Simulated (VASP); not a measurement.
The system is Ge.

```
Ge
1.0
     0.00000    2.82891    2.82891
     2.82891    0.00000    2.82891
     2.82891    2.82891    0.00000
Ge
2
Direct
  0.25000 0.25000 0.25000
  0.00000 0.00000 0.00000
```

```yaml
Program: VASP 6.6.1
Task: relaxation of cell and atoms
Functional: PBE
Dispersion: D3(BJ)
Potentials_or_basis: VASP PAW PBE potentials, release 64 (Ge_d)
Cutoff: 600 eV
k_mesh: 6 × 6 × 6
Occupations: gaussian, width 0.1 eV
Spin: spin-orbit coupling, no magnetisation
```

At the start: pressure 1.7 GPa; volume 22.64 Å³/atom.

**Question.** How do energy, volume and symmetry change on relaxing?

**Answer.** Over 3 steps the energy falls by 2.6 meV/atom and the volume is 23.19 Å³/atom (+2.4 %); space group Fd-3m (No. 227, to 0.05 Å).

Step by step:
| step | energy change (eV) | largest force (eV/Å) | pressure (GPa) | volume (Å³) |
| --- | --- | --- | --- | --- |
| 1 | 0.0000 | 0.0000 | 1.66 | 45.28 |
| 2 | -0.0044 | 0.0001 | -0.32 | 46.83 |
| 3 | -0.0053 | 0.0000 | -0.03 | 46.38 |

Final structure:
```xyz
2
Lattice="0.0000 2.8516 2.8516 2.8516 0.0000 2.8516 2.8516 2.8516 0.0000" Properties=species:S:1:pos:R:3 pbc="T T T"
Ge    1.4258    1.4258    1.4258
Ge    0.0000    0.0000    0.0000
```

The cell as given is a measured one (22.64 Å³/atom); PBE+D3(BJ) puts the equilibrium volume +2.4 % from it, thermal expansion not counted.
